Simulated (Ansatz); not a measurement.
**Relaxing NiSb**

These are results of DFT PBE, scalar-relativistic, plane waves, PAW (Ansatz), not measurements. Run with 420 eV cutoff, 18×18×10 k-mesh, Gaussian smearing of 0.10 eV, no spin polarisation.

What was changed: uniaxial strain along c, with a, b and atoms relaxed: +2.0 %.

Command:

```bash
ansatz run input.yaml --threads 1 --pin off --max-ram 2560MiB --backend cpu --events-out ev --progress --plain --runs-dir out
```

Input:

```yaml
crystal:
  lattice:
    - [3.9560915768, 0.0, 0.0]
    - [-1.9780457884, 3.4260758052, 0.0]
    - [0.0, 0.0, 5.2600163267]
  atoms:
    - { symbol: Ni, position: [0.0, 0.0, 0.0] }
    - { symbol: Ni, position: [0.0, 0.0, 0.5] }
    - { symbol: Sb, position: [0.3333333332, 0.6666666668, 0.25] }
    - { symbol: Sb, position: [0.6666666668, 0.3333333332, 0.75] }
basis:
  ecutwfc: 420
kpoints:
  mp_grid: { grid: [18, 18, 10] }
hamiltonian:
  xc: pbe
scf:
  occupations: { method: gaussian, width: 0.1 }
output:
  forces: true
  stress: true
  eigenvalues: true
relax:
  adjacent_minimum: "off"
  f_tol: 0.008
  max_steps: 40
  cell: { stress_tol: 0.015, fix: [c, angles] }
```

F is the free energy. Steps run on the plane waves of an earlier cell, but the last one, and at times one on the way, on a freshly chosen basis, so a repeated geometry can differ a little in energy. The held parts of the cell keep their stress, so P needn't end at zero.

Steps:

```csv
step,F − F(1) (eV),largest force component (eV/Å),V (Å³/atom),P (GPa)
1,0.0000,0.000,17.823,-1.01
2,-0.0001,0.000,17.788,-0.79
3,-0.0001,0.000,17.795,-0.84
4,-0.0001,0.000,17.795,-0.84
```

Relaxed structure:

```yaml
crystal:
  lattice:
    - [3.95296, 0.00000, 0.00000]
    - [-1.97648, 3.42336, 0.00000]
    - [0.00000, 0.00000, 5.26002]
  atoms:
    - { symbol: Ni, position: [0.00000, 0.00000, 0.00000] }
    - { symbol: Ni, position: [0.00000, 0.00000, 0.50000] }
    - { symbol: Sb, position: [0.33333, 0.66667, 0.25000] }
    - { symbol: Sb, position: [0.66667, 0.33333, 0.75000] }
```

Symmetry: P6_3/mmc, No. 194, hexagonal system. The conventional cell has a = 3.953 Å, b = 3.953 Å, c = 5.260 Å, α = 90.00°, β = 90.00°, γ = 120.00°. Ni (site symmetry -3m) is surrounded by 2 Ni at 2.63 Å and 6 Sb at 2.63 Å. Sb (site symmetry -6m2) has 6 Ni at 2.63 Å as nearest neighbours.

The run converged. Time: 4.2 min on 1 thread of Arm Neoverse V2, with other jobs on the host, peak memory 1.2 GiB.